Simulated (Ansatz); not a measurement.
The cell is ZnSe (zincblende); cell and atoms were relaxed with r2SCAN. It is cubic, F-43m (No. 216); conventional cell a = 5.665 Å, 22.72 Å³ an atom. Around Zn lie 4 Se at 2.45 Å; around Se lie 4 Zn at 2.45 Å.

```
Zn Se
1.0
     0.00000    2.83242    2.83242
     2.83242    0.00000    2.83242
     2.83242    2.83242    0.00000
Zn Se
1 1
Direct
  0.00000 0.00000 0.00000
  0.25000 0.25000 0.25000
```

3 runs of the PAW code Ansatz on this cell differ in the functional (and in the settings that go with it). Levels are in eV from each run's valence top; v1 is the last filled band, c1 the first empty one.

Run A, mean stress +1.1 GPa (compression positive):
```
point     v5     v3     v1    c1    c2     c3
    Γ  -8.00   0.00   0.00  3.05  7.65   7.65
    X  -7.96  -5.23  -2.36  4.51  5.18  12.90
    U  -7.98  -5.07  -1.93  5.24  7.47  11.00
    L  -7.98  -5.64  -0.93  4.32  8.20   8.20
    W  -8.01  -5.01  -2.84  7.13  7.63   8.92
```

Run B, mean stress +2.2 GPa (compression positive):
```
point     v5     v3     v1    c1    c2     c3
    Γ  -6.17   0.00   0.00  1.29  5.81   5.81
    X  -6.12  -4.76  -2.19  2.99  3.47  10.74
    U  -6.15  -4.72  -1.80  3.59  5.60   9.05
    L  -6.15  -5.23  -0.87  2.55  6.39   6.39
    W  -6.20  -4.69  -2.67  5.48  5.56   6.97
```

Run C, mean stress 0.0 GPa (compression positive):
```
point     v5     v3     v1    c1    c2     c3
    Γ  -6.29   0.00   0.00  1.87  6.32   6.32
    X  -6.24  -4.80  -2.24  3.34  3.88  11.51
    U  -6.27  -4.76  -1.83  3.99  6.06   9.65
    L  -6.28  -5.31  -0.89  3.05  6.87   6.87
    W  -6.33  -4.72  -2.71  5.83  6.08   7.60
```

Task: Match the runs to PBE, r2SCAN, PBE0.

Result: A is PBE0, B is PBE, C is r2SCAN. In order of the gap: PBE 1.29, r2SCAN 1.87, PBE0 3.05 eV. The stress vanishes for r2SCAN, which relaxed the cell.

(Simulation; spin polarisation is off.)

The runs are scalar-relativistic, without spin-orbit coupling.

The program warns that its thresholds are loose for a hybrid's stress.

The meshes of the hybrids are coarse, so their gaps aren't converged to the digits shown.
